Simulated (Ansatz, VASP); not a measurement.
# One calculation of Ca, two programs

The input INCAR:

```
SYSTEM = Ca
ALGO = Normal ; EDIFF = 1E-6
ENCUT = 520 ; GGA = PS
ISIF = 2 ; ISMEAR = 0
LASPH = .TRUE. ; LCHARG = .FALSE.
LREAL = .FALSE. ; LWAVE = .FALSE.
NBANDS = 11 ; NELM = 100
PREC = Accurate ; SIGMA = 0.15
```

The input KPOINTS:

```
k-points
0
G
  14 14 14
  0 0 0
```

POSCAR

```
Ca
1.0
    0.0000000000      2.7942000000      2.7942000000
    2.9618520000      0.0000000000      2.7942000000
    2.9618520000      2.7942000000      0.0000000000
Ca
1
Direct
    0.0000000000      0.0000000000      0.0000000000
```

Input for Ansatz:

```yaml
crystal:
  lattice:
    - [0.0, 2.7942, 2.7942]
    - [2.961852, 0.0, 2.7942]
    - [2.961852, 2.7942, 0.0]
  atoms:
    - { symbol: Ca, position: [0.0, 0.0, 0.0] }
basis:
  ecutwfc: 420
kpoints:
  mp_grid: { grid: [14, 14, 14] }
hamiltonian:
  xc: pbesol
scf:
  occupations: { method: gaussian, width: 0.15 }
output:
  forces: true
  stress: true
  eigenvalues: true
```

Change from the starting cell: strain +0.0600 x Voigt [1, 0, 0, 0, 0, 0], atoms carried along.

Alike in both runs: task single point; functional PBEsol; k mesh 14 × 14 × 14; occupations gaussian, width 0.15 eV; no spin polarisation.

|  | VASP | Ansatz |
| --- | --- | --- |
| version | VASP 6.6.1 | Ansatz 0.2.0 |
| potentials or method | VASP PAW PBE potentials, release 64 (Ca_sv) | scalar-relativistic, plane waves, PAW |
| plane-wave cutoff (eV) | 520 | 420 |
| valence electrons in the cell | 10 | 10 |

```csv
,VASP,Ansatz,Ansatz less VASP
gap on the k mesh at the Fermi level (eV),none,none,-
pressure (GPa),-1.9,-1.9,+0.01
largest component of the traceless stress (GPa),0.37,0.37,0.000
```

A gap of «none» marks a metal or a gap that the smearing closes.

Caveats: the PAW data sets were made with another functional, which shifts forces and pressure a little (VASP).
